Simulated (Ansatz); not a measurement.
TePb:

```
CELL_PARAMETERS angstrom
0.00000 3.23100 3.23100
3.23100 0.00000 3.23100
3.23100 3.23100 0.00000
ATOMIC_POSITIONS crystal
Pb 0.00000 0.00000 0.00000
Te 0.50000 0.50000 0.50000
```

```yaml
Program: Ansatz 0.2.0
Task: relaxation of cell and atoms
Functional: RPBE
Potentials_or_basis: all-electron LAPW, scalar-relativistic
Basis_error_allowed: 0.001 eV/atom
k_mesh: 7 × 7 × 7
Occupations: fermi-dirac, width 0.05 eV
Spin: no spin polarisation
```

At the start: volume 33.73 Å³/atom.

Task: How do energy, volume and symmetry change on relaxing?

Result: Over 5 steps the energy falls by 32.7 meV/atom and the volume is 36.85 Å³/atom (+9.2 %); space group Fm-3m (No. 225, to 0.05 Å).

Step by step:
```csv
step,energy change (eV),largest force (eV/Å),volume (Å³)
1,0.0000,0.0000,67.46
2,-0.0627,0.0000,75.10
3,-0.0654,0.0000,73.89
4,-0.0654,0.0000,73.70
5,-0.0654,0.0000,73.70
```

Final structure:
```
Pb Te
1.0
     0.00000    3.32764    3.32764
     3.32764    0.00000    3.32764
     3.32764    3.32764    0.00000
Pb Te
1 1
Direct
  0.00000 0.00000 0.00000
  0.50000 0.50000 0.50000
```
